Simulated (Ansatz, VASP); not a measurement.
# Cross-check of GaSb between VASP and Ansatz

Aim: how closely do two programs agree when they are given the same cell, functional and k mesh? The cell is taken from a series of VASP runs on this material, whose earlier steps may have relaxed, scaled or displaced it; both programs get it as it stands.

Main program and level: Ansatz 0.2.0; plane waves, with VASP 6.6.1 beside it; band structure at PBE, band structure at r2SCAN and band structure at r2SCAN, spin-orbit coupling.

## Step 1: Set-up

It takes space group F-43m (No. 216, cubic). The conventional cell has a = 6.118 Å, b = 6.118 Å, c = 6.118 Å, α = 90.00°, β = 90.00°, γ = 90.00°. Nearest to Sb lie 4 Ga at 2.65 Å. Nearest to Ga lie 4 Sb at 2.65 Å. Farther neighbours are not listed.

Coordinates:

```cif
data_structure
_symmetry_space_group_name_H-M 'F-43m'
_symmetry_Int_Tables_number 216
_cell_length_a 6.1180
_cell_length_b 6.1180
_cell_length_c 6.1180
_cell_angle_alpha 90.000
_cell_angle_beta 90.000
_cell_angle_gamma 90.000
_cell_volume 229.00
loop_
_atom_site_label
_atom_site_type_symbol
_atom_site_symmetry_multiplicity
_atom_site_Wyckoff_symbol
_atom_site_fract_x
_atom_site_fract_y
_atom_site_fract_z
_atom_site_occupancy
Sb1 Sb 4 c 0.25000 0.25000 0.25000 1
Ga1 Ga 4 a 0.00000 0.00000 0.00000 1
```

## Step 2: VASP: band structure, PBE

The same path points are solved in both programs, so levels can be compared one by one.

Lines of VASP's logs that name or quote its potential files are left out, and so is its time.

The input, INCAR:

```
SYSTEM = GaSb
PREC = Accurate
ENCUT = 350
EDIFF = 1E-06
NELM = 100
ISMEAR = 0
SIGMA = 0.03
LREAL = .FALSE.
ALGO = Normal
GGA = PE
NBANDS = 21
LORBIT = 11
LWAVE = .FALSE.
LCHARG = .FALSE.
KPAR = 4
```

The input, POSCAR:

```
GaSb
1.0
    0.0000000000      3.0590000000      3.0590000000
    3.0590000000      0.0000000000      3.0590000000
    3.0590000000      3.0590000000      0.0000000000
Sb Ga
1 1
Direct
    0.7500000000      0.7500000000      0.7500000000
    0.0000000000      0.0000000000      0.0000000000
```

The input, KPOINTS:

```
Automatic mesh
0
Gamma
6 6 6
0 0 0
```

The input, KPOINTS_OPT:

```
Line mode
10
Line-mode
Reciprocal
  0.00000000   0.00000000   0.00000000 GAMMA
  0.50000000   0.00000000   0.50000000 X

  0.50000000   0.00000000   0.50000000 X
  0.50000000   0.25000000   0.75000000 W

  0.50000000   0.25000000   0.75000000 W
  0.37500000   0.37500000   0.75000000 K

  0.37500000   0.37500000   0.75000000 K
  0.00000000   0.00000000   0.00000000 GAMMA

  0.00000000   0.00000000   0.00000000 GAMMA
  0.50000000   0.50000000   0.50000000 L

  0.50000000   0.50000000   0.50000000 L
  0.62500000   0.25000000   0.62500000 U

  0.62500000   0.25000000   0.62500000 U
  0.50000000   0.25000000   0.75000000 W

  0.50000000   0.25000000   0.75000000 W
  0.50000000   0.50000000   0.50000000 L

  0.50000000   0.50000000   0.50000000 L
  0.37500000   0.37500000   0.75000000 K

  0.62500000   0.25000000   0.62500000 U
  0.50000000   0.00000000   0.50000000 X
```

Potentials, in the order of the species: Sb and Ga_d (PBE family, release 64).

Started as:

```console
$ mpirun -np 4 vasp_std
```

Numbers of over 12 decimals in the logs are rounded to 6 here.

What it wrote:

```text
[banner, memory and clock lines left out]
running    4 mpi-ranks, on    1 nodes
 distrk:  each k-point on    1 cores,    4 groups
 distr:  one band on    1 cores,    1 groups

 POSCAR found type information on POSCAR SbGa
 POSCAR found :  2 types and       2 ions
 LDA part: xc-table for (Slater+PW92), standard interpolation
 POSCAR, INCAR and KPOINTS ok, starting setup
 FFT: planning ... GRIDC
 FFT: planning ... GRID_SOFT
 FFT: planning ... GRID
 WAVECAR not read
 entering main loop
       N       E                     dE             d eps       ncg     rms          rms(c)
DAV:   1     0.892074129418E+02    0.89207E+02   -0.66642E+03   692   0.855E+02
DAV:   2     0.192327526483E+01   -0.87284E+02   -0.82459E+02   724   0.245E+02
DAV:   3    -0.719469458901E+01   -0.91180E+01   -0.90628E+01   793   0.585E+01
DAV:   4    -0.737343036789E+01   -0.17874E+00   -0.17868E+00   783   0.893E+00
DAV:   5    -0.737689349896E+01   -0.34631E-02   -0.34629E-02   825   0.118E+00    0.322E+00
DAV:   6    -0.733025309212E+01    0.46640E-01   -0.50596E-02   967   0.289E+00    0.191E+00
DAV:   7    -0.731719658949E+01    0.13057E-01   -0.30934E-02   780   0.115E+00    0.371E-01
DAV:   8    -0.731825975561E+01   -0.10632E-02   -0.41354E-03   801   0.558E-01    0.898E-02
DAV:   9    -0.731875892555E+01   -0.49917E-03   -0.64541E-04   777   0.177E-01    0.305E-02
DAV:  10    -0.731879431802E+01   -0.35392E-04   -0.39654E-05   806   0.446E-02    0.839E-03
DAV:  11    -0.731881347796E+01   -0.19160E-04   -0.20306E-05   755   0.180E-02    0.884E-03
DAV:  12    -0.731881410261E+01   -0.62465E-06   -0.15650E-06   793   0.537E-03
   1 F= -.73188141E+01 E0= -.73187165E+01  d E =-.195204E-03
 Start KPOINTS_OPT (optional k-point list driver)
k-point batch [1-16\100]
       N       E                     dE             ncg
DAV:   1    -0.200365944512E+02   -0.54326E+04      718
DAV:   2    -0.144911669369E+04   -0.14291E+04      716
DAV:   3    -0.159461357327E+04   -0.14550E+03      807
DAV:   4    -0.159759272625E+04   -0.29792E+01      821
DAV:   5    -0.159764589189E+04   -0.53166E-01      843
DAV:   6    -0.159764822293E+04   -0.23310E-02      919
DAV:   7    -0.159764825802E+04   -0.35096E-04      890
DAV:   8    -0.159764825933E+04   -0.13039E-05      637
DAV:   9    -0.159764825935E+04   -0.28024E-07      557
[...]
k-point batch [97-100\100]
       N       E                     dE             ncg
DAV:   1     0.573330926336E+04   -0.19839E+04      178
DAV:   2     0.536531942989E+04   -0.36799E+03      189
DAV:   3     0.532619534625E+04   -0.39124E+02      209
DAV:   4     0.532541741196E+04   -0.77793E+00      216
DAV:   5     0.532540406037E+04   -0.13352E-01      201
DAV:   6     0.532540337334E+04   -0.68703E-03      251
DAV:   7     0.532540336952E+04   -0.38138E-05      201
DAV:   8     0.532540336932E+04   -0.20468E-06      182
```

Parts of OUTCAR (step 2):

```text
ion  position               nearest neighbor table
   1  0.750  0.750  0.750-   2 2.65   2 2.65   2 2.65   2 2.65
   2  0.000  0.000  0.000-   1 2.65   1 2.65   1 2.65   1 2.65

  LATTYP: Found a face centered cubic cell.
 ALAT       =     6.1180000000

 Subroutine GETGRP returns: Found 24 space group operations
 (whereof 24 operations were pure point group operations)

The static configuration has the point symmetry T_d .

 Found     16 irreducible k-points:

   k-points           NKPTS =     16   k-points in BZ     NKDIM =     16   number of bands    NBANDS=     21

   dimension x,y,z NGX =    28 NGY =   28 NGZ =   28
   dimension x,y,z NGXF=    56 NGYF=   56 NGZF=   56

   ENCUT  =  350.0 eV  25.72 Ry    5.07 a.u.   6.60  6.60  6.60*2*pi/ulx,y,z

   NELECT =      18.0000    total number of electrons

 k-points in reciprocal lattice and weights: Automatic mesh
   0.00000000  0.00000000  0.00000000       0.005
   0.16666667  0.00000000  0.00000000       0.037
   0.33333333  0.00000000  0.00000000       0.037
   0.50000000  0.00000000  0.00000000       0.019
   0.16666667  0.16666667  0.00000000       0.028
   0.33333333  0.16666667  0.00000000       0.111
   0.50000000  0.16666667  0.00000000       0.111
  -0.33333333  0.16666667  0.00000000       0.111
  -0.16666667  0.16666667  0.00000000       0.056
[...]
-0.33333333  0.33333333  0.16666667       0.111
  -0.33333333  0.50000000  0.16666667       0.056

 average (electrostatic) potential at core
       1 -87.6371       2 -65.6945

 E-fermi :   4.9034

 k-point     1 :       0.0000    0.0000    0.0000
  band No.  band energies     occupation
    ...
      6      -6.5998      2.00000
      7       4.8789      1.75133
      8       4.8789      1.75133
      9       4.8789      1.75132
     10       4.9103      0.74601
     11       7.6465      0.00000
     12       7.6465      0.00000
     13       7.6465      0.00000
     14      10.6852      0.00000
     15      13.4660      0.00000
    ...

 k-point     2 :       0.1667    0.0000    0.0000
  band No.  band energies     occupation
    ...
      5     -10.1075      2.00000
      6      -6.3178      2.00000
      7       2.1716      2.00000
      8       4.4753      2.00000
      9       4.4753      2.00000
     10       5.8855      0.00000
     11       8.1886      0.00000
     12       8.1886      0.00000
     13       8.8285      0.00000
     14      11.9180      0.00000
    ...

 k-point     3 :       0.3333    0.0000    0.0000
  band No.  band energies     occupation
    ...
      5     -10.1073      2.00000
      6      -5.5659      2.00000
      7      -0.3009      2.00000
      8       3.9313      2.00000
      9       3.9313      2.00000
     10       5.4669      0.00000
     11       8.6371      0.00000
     12       8.6371      0.00000
     13      11.3158      0.00000
     14      11.9220      0.00000
    ...

  Total        0.8269720      0.8269720      0.8269720      0.0000000      0.0000000      0.0000000
  in kB       23.1437101     23.1437101     23.1437101      0.0000000      0.0000000      0.0000000
  external PRESSURE =      23.1437101 kB  Pullay stress =       0.0000000 kB

  energy-cutoff  :      350.00
  volume of cell :       57.25
      direct lattice vectors                 reciprocal lattice vectors
     0.000000000  3.059000000  3.059000000    -0.163452109  0.163452109  0.163452109
     3.059000000  0.000000000  3.059000000     0.163452109 -0.163452109  0.163452109
     3.059000000  3.059000000  0.000000000     0.163452109  0.163452109 -0.163452109

 POSITION                                       TOTAL-FORCE (eV/Angst)
 -----------------------------------------------------------------------------------
      4.58850      4.58850      4.58850        -0.000000     -0.000000     -0.000000
      0.00000      0.00000      0.00000         0.000000      0.000000      0.000000
 -----------------------------------------------------------------------------------
    total drift:                               -0.000004     -0.000004     -0.000004

  FREE ENERGIE OF THE ION-ELECTRON SYSTEM (eV)
  ---------------------------------------------------
  free  energy   TOTEN  =        -7.3188141026 eV

  energy  without entropy=       -7.3186188984  energy(sigma->0) =       -7.31871650

 total charge
# of ion       s       p       d       tot
------------------------------------------
    1        1.125   1.348   0.027   2.500
    2        0.904   0.769   9.961  11.635
--------------------------------------------------
tot          2.030   2.117   9.989  14.136

[... 3 further parts left out ...]
```

The run ends at a pressure of 2.31 GPa.

## Step 3: Ansatz: band structure, PBE

Ansatz runs on its default PAW (the set named soft_2) files.

The same cell, functional, mesh and smearing now go to Ansatz, which takes its cutoff from its data sets.

The input, input.yaml:

```yaml
crystal:
  lattice:
    - [0.0, 3.059, 3.059]
    - [3.059, 0.0, 3.059]
    - [3.059, 3.059, 0.0]
  atoms:
    - { symbol: Sb, position: [0.75, 0.75, 0.75] }
    - { symbol: Ga, position: [0.0, 0.0, 0.0] }
hamiltonian:
  xc: pbe
  pseudopotentials: { kind: paw }
kpoints:
  mp_grid: { grid: [6, 6, 6] }
  band_path:
    path:
      - [0.0, 0.0, 0.0]
      - [0.16667, 0.0, 0.16667]
      - [0.33333, 0.0, 0.33333]
      - [0.5, 0.0, 0.5]
      - [0.5, 0.08333, 0.58333]
      - [0.5, 0.19444, 0.69444]
      - [0.5, 0.25, 0.75]
      - [0.45833, 0.29167, 0.75]
      - [0.40278, 0.34722, 0.75]
      - [0.375, 0.375, 0.75]
      - [0.20833, 0.20833, 0.41667]
      - [0.08333, 0.08333, 0.16667]
      - [0.0, 0.0, 0.0]
      - [0.22222, 0.22222, 0.22222]
      - [0.38889, 0.38889, 0.38889]
      - [0.51389, 0.47222, 0.51389]
      - [0.55556, 0.38889, 0.55556]
      - [0.61111, 0.27778, 0.61111]
      - [0.61111, 0.25, 0.63889]
      - [0.56944, 0.25, 0.68056]
      - [0.51389, 0.25, 0.73611]
      - [0.5, 0.27778, 0.72222]
      - [0.5, 0.38889, 0.61111]
      - [0.5, 0.47222, 0.52778]
      - [0.48611, 0.48611, 0.52778]
      - [0.43056, 0.43056, 0.63889]
      - [0.38889, 0.38889, 0.72222]
      - [0.59722, 0.19444, 0.59722]
      - [0.55556, 0.11111, 0.55556]
      - [0.5, 0.0, 0.5]
    npoints: 1
scf:
  occupations: { method: gaussian, width: 0.03 }
  n_extra_bands: 7
output:
  forces: true
  stress: true
  eigenvalues: true
```

Started as:

```console
$ ansatz run input.yaml --threads 2 --pin off --max-ram 4608MiB --backend cpu --events-out ev --progress --plain --runs-dir out
```

What it wrote:

```text
scf.n_extra_bands = 7 over 14 filled bands (N_el = 28.0): the run solves 21 bands
Engine: ansatz 0.2.0, aarch64-unknown-linux-gnu
Pseudopotentials: kind: paw
Pseudopotential: Sb, paw, valence charge 15, recommended cutoff 420 eV (normal), Sb.paw.azcp
Pseudopotential: Ga, paw, valence charge 13, recommended cutoff 420 eV (normal), Ga.paw.azcp
Functional definition: PBE
  parameter kappa = 0.804
  parameter beta = 0.066725
  exchange = pbe_x(kappa = kappa, mu = beta*pi^2/3)
  correlation = pbe_c(beta = beta)
Crystal: 2 atoms, lattice volume = 57.249 Å³
Basis set: ecut = 420 eV, 1139 PW (Γ), exchange–correlation on 60×60×60 points (8 copies of the dense FFT grid, shifted against one another)
Bands: 21, of which v1, the nominal top of the filled ones, is band 14 counted from 1 (13 counted from 0)
Symmetry: 24 space group operations
Space group: F-43m (ITA 216), of the structure as read, at distance tolerance 3.9e-5 Å
k-points: 16 of 216 (time reversal used)
Non-local potential: Sb, projectors of the file, l = 0: 2, l = 1: 2, l = 2: 2, l = 3: 2
Non-local potential: Ga, projectors of the file, l = 0: 2, l = 1: 2, l = 2: 3, l = 3: 1
PAW form: soft (Blöchl's): semilocal exchange-correlation on the pseudo side does not see the compensation charge
PAW one-centre angular grid: Sb, 590 points (default); XC on 64 Gauss nodes
PAW one-centre angular grid: Ga, 590 points (default); XC on 64 Gauss nodes
Initial density: superposition of atomic densities (neutral atoms: chi_scale 0, normalization atom), corrected by the library's trained network
Initial wavefunctions: pseudopotential atomic-orbital guess
Functional: x = pbe(κ = 0.804, μ = 0.219515), c = pbe(β = 0.066725)
SCF iter   1: F=—  HF=-10267.790697 eV  |F-HF|=—  |Δ(HF+E_count)|=         —  Δρ=1.31e-3  dr2=1.08e-3  ethr=1.77e-3  ⟨swp⟩=6.2  Hψ=1759  notcnv=0
preconditioner: auto → Kerker (q_TF=auto, 2.422 Å⁻¹)  [metal: Δε(μ)=0.030 eV  Ē_g=16.768 eV  σ=0.030 eV  W_gap=0.48  n_scr=14 (ndim 8)  ℏωp=20.8 eV  f_vac=0.091  D(μ)=0.45/eV (n_scr^D=0)]
SCF iter   2: F=—  HF=-10267.789580 eV  |F-HF|=—  |Δ(HF+E_count)|=   1.12e-3  Δρ=6.83e-4  dr2=5.18e-4  ethr=3.85e-6  ⟨swp⟩=2.6  Hψ=737  notcnv=0  defer=13
preconditioner: auto → none  [insulator: Δε(μ)=0.034 eV  Ē_g=16.749 eV  σ=0.030 eV  W_gap=0.54  n_scr=14 (ndim 8)  ℏωp=20.8 eV  f_vac=0.091  D(μ)=0.42/eV (n_scr^D=0)  ε∞_Penn≈2.5]
SCF iter   3: F=—  HF=-10267.789502 eV  |F-HF|=—  |Δ(HF+E_count)|=   7.79e-5  Δρ=2.72e-4  dr2=7.15e-5  ethr=1.85e-6  ⟨swp⟩=2.0  Hψ=442  notcnv=0  defer=13
SCF iter   4: F=—  HF=-10267.789553 eV  |F-HF|=—  |Δ(HF+E_count)|=   5.08e-5  Δρ=1.49e-4  dr2=2.06e-5  ethr=2.55e-7  ⟨swp⟩=2.0  Hψ=354  notcnv=0  defer=13
SCF iter   5: F=—  HF=-10267.789566 eV  |F-HF|=—  |Δ(HF+E_count)|=   1.34e-5  Δρ=6.38e-5  dr2=1.65e-6  ethr=7.35e-8  ⟨swp⟩=2.0  Hψ=363  notcnv=0  defer=13
SCF iter   6: F=—  HF=-10267.789567 eV  |F-HF|=—  |Δ(HF+E_count)|=   7.09e-7  Δρ=2.62e-5  dr2=2.31e-7  ethr=5.89e-9  ⟨swp⟩=3.0  Hψ=532  notcnv=0  defer=13
SCF iter   7: F=-10267.789567 eV  HF=-10267.789567 eV  |F-HF|=1.89e-8  |Δ(HF+E_count)|=   4.52e-8  Δρ=7.46e-6  dr2=1.85e-8  ethr=3.57e-10  ⟨swp⟩=8.6  Hψ=1638  notcnv=0
SCF 1 converged in 7 iterations: F = -10267.789567 eV  dr2 = 1.85e-8
  greatest PAW one-centre occupation: 0.995 electrons in one spin orbital (limit 2), on the Sb atom at site 0 (counted from 0), in its partial waves of l = 2
NSCF: frozen V_eff on 30 k-points
SCF converged after 7 iterations
Free energy (F): -10267.789567 eV
Harris-Foulkes:  -10267.789567 eV  (|F-HF|=1.89e-8)
Internal energy: -10267.789374 eV  (E = F + TS)
E sigma→0 (E₀):  -10267.789471 eV
Entropy (-TS):   -0.000193 eV (-0.096 meV/atom)
Fermi energy:    7.740572 eV
--- Per-component energies (eV) ---
  E_band       = -260.729020
  E_kinetic    = 323.230019
  E_local      = -3914.075527  (includes V_loc(G=0)·N_el)
  E_nonlocal   = 787.294180
  E_hartree    = 1802.020215
  E_xc         = -207.400959
  E_vxc        = -154.083351  (∫ρ·V_xc dr)
  E_paw        = -6564.938068  (= ΣΔE_a)
  E_vpaw       = -907.124576  (= ΣTr[D̂ρ^β])
  E_aug_tail   = -0.000096  (compensation charges beyond the density's cutoff)
  E_ewald      = -2493.919138
  E_smearing   = -0.000193  (= −TS)
  E_closure    = 0.000000  (closes the sum)
  Σ components = -10267.789567   (vs F -10267.789567, Δ=0.00e0)
--- Forces (eV/Å), atoms counted from 1 ---
  atom   1  Sb     0.00000000     0.00000000    -0.00000000
  atom   2  Ga    -0.00000000     0.00000000    -0.00000000
  max |Σ_I F_I| component: 1.85e-17 eV/Å
--- Stress (GPa, compression-positive) ---
        2.338879      -0.000000      -0.000000
       -0.000000       2.338879       0.000000
       -0.000000       0.000000       2.338879
  P = ⅓ Tr σ = 2.3389 GPa (23.389 kbar)
--- Band table (eV; the first three rows and the last of 16) ---
  k-point 0: bands = [... 10 lower, -3.7617, 7.7158, 7.7158, 7.7158, 7.7479, 10.4989, 10.4989, 10.4989, ... 3 higher]
  k-point 1: bands = [... 10 lower, -3.4796, 5.0132, 7.3141, 7.3141, 8.7285, 11.0413, 11.0413, 11.6743, ... 3 higher]
  k-point 2: bands = [... 10 lower, -2.7278, 2.5453, 6.7716, 6.7716, 8.3113, 11.4924, 11.4924, 14.1662, ... 3 higher]
  k-point 15: bands = [... 10 lower, -1.2784, 1.0115, 4.5382, 4.7122, 10.2836, 10.5555, 13.8057, 13.8506, ... 3 higher]
```

The job ended after 2 s (2 threads of Arm Neoverse V1, shared host; peak memory 0.32 GiB; 3.9 s of CPU time).

In the SCF lines HF is the Harris–Foulkes energy and dr2 the Hartree energy of the density residual, in eV; the loop may stop once dr2 is under the threshold and the program's other checks hold. Hψ counts applications of the Hamiltonian.

## Step 4: Comparison

Known differences besides the potentials themselves: the data sets hold 28 valence electrons in Ansatz (default PAW (the set named soft_2) files) and 18 in VASP; the cutoff is 420 eV in Ansatz and 350 eV in VASP; VASP leaves aspherical gradient terms in its spheres out (LASPH is not set), Ansatz keeps them. Total energies have different zeros and are not compared.

The two programs side by side:

```tsv
quantity	Ansatz	VASP	difference
pressure (GPa)	2.34	2.31	+0.02
gap over the path points (eV)	0.032	0.031	+0.001
```

Levels at points of the path, from each program's valence-band top (eV; 4 filled, then empty):

```tsv
k (reciprocal lattice)	Ansatz	VASP
0.000 0.000 0.000	-11.48 0.00 0.00 0.00 0.03 2.78 2.78	-11.48 0.00 0.00 0.00 0.03 2.77 2.77
0.167 0.000 0.167	-11.10 -2.74 -1.02 -1.02 1.66 2.68 4.29	-11.10 -2.75 -1.03 -1.03 1.65 2.68 4.28
0.333 0.000 0.333	-10.04 -5.28 -2.16 -2.16 0.97 2.12 6.81	-10.04 -5.29 -2.16 -2.16 0.96 2.11 6.77
0.500 0.000 0.500	-9.03 -6.80 -2.57 -2.57 0.91 1.26 8.72	-9.02 -6.82 -2.58 -2.58 0.90 1.25 8.68
0.500 0.083 0.583	-9.02 -6.77 -2.80 -2.73 1.40 1.71 7.81	-9.01 -6.79 -2.81 -2.74 1.39 1.70 7.76
0.500 0.194 0.694	-8.99 -6.68 -3.27 -3.07 3.02 3.32 5.52	-8.98 -6.71 -3.28 -3.08 3.01 3.31 5.49
0.500 0.250 0.750	-8.98 -6.67 -3.34 -3.12 3.69 4.33 4.42	-8.98 -6.69 -3.35 -3.13 3.68 4.32 4.40
0.458 0.292 0.750	-9.02 -6.65 -3.45 -2.87 2.85 4.01 5.23	-9.01 -6.67 -3.46 -2.88 2.84 4.00 5.21
0.403 0.347 0.750	-9.08 -6.62 -3.59 -2.30 1.61 3.90 6.38	-9.08 -6.64 -3.60 -2.31 1.60 3.89 6.35
0.375 0.375 0.750	-9.09 -6.62 -3.60 -2.19 1.41 3.88 6.62	-9.09 -6.64 -3.61 -2.19 1.40 3.87 6.60
```

Among the levels compared at these points, filled levels agree within 20 meV and empty ones within 50 meV. Ansatz's pressure holds a Pulay correction of 0.04 GPa; VASP's holds none.

## Step 5: Ansatz: band structure, r2SCAN

Levels along a path test the potential and the projectors away from the mesh points.

The cell is taken from a series of VASP runs on this material, whose earlier steps may have relaxed, scaled or displaced it; both programs get it as it stands.

input.yaml: that of step 3 with these lines changed.

```diff
@@ -9,3 +9,3 @@
 hamiltonian:
-  xc: pbe
+  xc: r2scan
   pseudopotentials: { kind: paw }
```

What it wrote:

```text
[...]
Crystal: 2 atoms, lattice volume = 57.249 Å³
Basis set: ecut = 500 eV, 1459 PW (Γ), exchange–correlation on 128×128×128 points (64 copies of the dense FFT grid, shifted against one another)
Bands: 21, of which v1, the nominal top of the filled ones, is band 14 counted from 1 (13 counted from 0)
Symmetry: 24 space group operations
[...]
k-point 0: bands = [... 10 lower, -4.3992, 7.5255, 7.5255, 7.5255, 7.9907, 10.5156, 10.5156, 10.5156, ... 3 higher]
  k-point 1: bands = [... 10 lower, -4.1013, 4.8308, 7.1055, 7.1055, 8.8404, 11.0859, 11.0859, 11.8480, ... 3 higher]
  k-point 2: bands = [... 10 lower, -3.3058, 2.2163, 6.5342, 6.5342, 8.4139, 11.5670, 11.5670, 14.4463, ... 3 higher]
  k-point 15: bands = [... 10 lower, -1.7586, 0.5995, 4.2210, 4.4003, 10.3665, 10.6466, 14.0410, 14.1028, ... 3 higher]
[key lines of the parts left out:]
SCF converged after 6 iterations
Free energy (F): -10289.838654 eV
Fermi energy:    7.759149 eV
P = ⅓ Tr σ = 0.3586 GPa (3.586 kbar)
```

Elapsed: 4.9 s, on 2 threads; peak memory 0.45 GiB; 9.5 s of CPU time.

[end of part 1 of 2]

[Lines on the potential files, build, host, timing and source positions are cut from VASP's logs without a mark.]

[Logs are printed without paths, hosts, clocks, repeated set-up lines and the standing remarks that a program may print on its own settings, such as how far it seeks lower states.]

[Hosts, paths, dates, database ids (printed as entryN), source tags and the programs' standing remarks are cut or masked in the printed files.]
